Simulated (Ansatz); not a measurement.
Ca, 1 atom in the cell. The structure is cubic, space group Fm-3m (No. 225). The conventional cell has a = 5.355 Å, b = 5.355 Å, c = 5.355 Å, α = 90.00°, β = 90.00°, γ = 90.00°. Around Ca (site symmetry m-3m) lie 12 Ca at 3.79 Å.  The cell isn't the ideal one: volume scaled by 0.88.

- Program: Ansatz 0.2.0
- Task: atomic charges
- Functional: LC-wPBE
- Dispersion: D4
- Potentials or basis: JTH PAW
- Cutoff: 870 eV
- Density cutoff: 3480 eV
- k mesh: 6 × 6 × 6
- Occupations: methfessel-paxton, width 0.025 eV
- Spin: no spin polarisation

Potentials or basis: JTH PAW.

Run with:

```bash
$ ansatz run input.yaml --threads 1 --pin off --max-ram 2560MiB --backend cpu --events-out ev --progress --plain --runs-dir out
```

Hardware: 1 thread of Intel(R) Xeon(R) 6975P-C (Granite Rapids), on a shared host.

Q: How long does it take, and how much memory?

A: Wall time 100 s on 1 thread of Intel(R) Xeon(R) 6975P-C (Granite Rapids), with other jobs on the host, peak memory 2.2 GiB. Counts: scf iterations 44, plane waves 2229, k points 16, bands 9.
